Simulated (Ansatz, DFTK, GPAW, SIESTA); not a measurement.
## MoS2: programs and potentials compared

```
Mo S
1.0
     3.18413    0.00000    0.00000
    -1.59206    2.75753    0.00000
     0.00000    0.00000   17.33460
Mo S
1 2
Direct
  0.00290 0.98616 0.99953
  0.33139 0.66107 0.91056
  0.32174 0.65518 0.08953
```

The cell comes from a database or a generator and needn't be the stable form of this composition.

The cell holds a layer with vacuum beside it, so values per volume hang on the cell's height.

Atoms were shifted at random by some hundredths of an Å from the given cell, which wasn't relaxed again for these runs.

Alike in all runs: task single point; functional PBEsol; k mesh 10 × 10 × 2; occupations fermi-dirac, width 0.05 eV; no spin polarisation; no spin-orbit coupling.

```tsv
program and potentials	plane-wave cutoff (eV)	notes	band gap (eV)	largest force (eV/Å)	energy over the undisturbed cell (meV/atom)
Ansatz, Ansatz PAW	420	potentials made for PBE, which Ansatz adapts in part	1.72	0.878	6.75
GPAW, PAW data sets generated for this functional	600	-	1.70	0.875	-
DFTK, PseudoDojo SR PBEsol 0.4.1 standard (PBEsol)	1088	-	?	?	-
Ansatz, all-electron LAPW, scalar-relativistic	-	-	1.72	0.878	-
SIESTA, files PseudoDojo sr-pbesol-0.4.1-standard, DZP (energy shift 0.003 Ry; two zetas on semicore shells)	-	atomic basis	1.70	0.913	7.05
```

Task: Estimate from the other rows what the run with DFTK, PseudoDojo SR PBEsol 0.4.1 standard (PBEsol) gave.

Result: Band gap 1.72 eV; largest force 0.880 eV/Å. The other rows, which needn't bracket it: band gap 1.70 to 1.72; largest force 0.875 to 0.913; energy over the undisturbed cell 6.75 to 7.05.
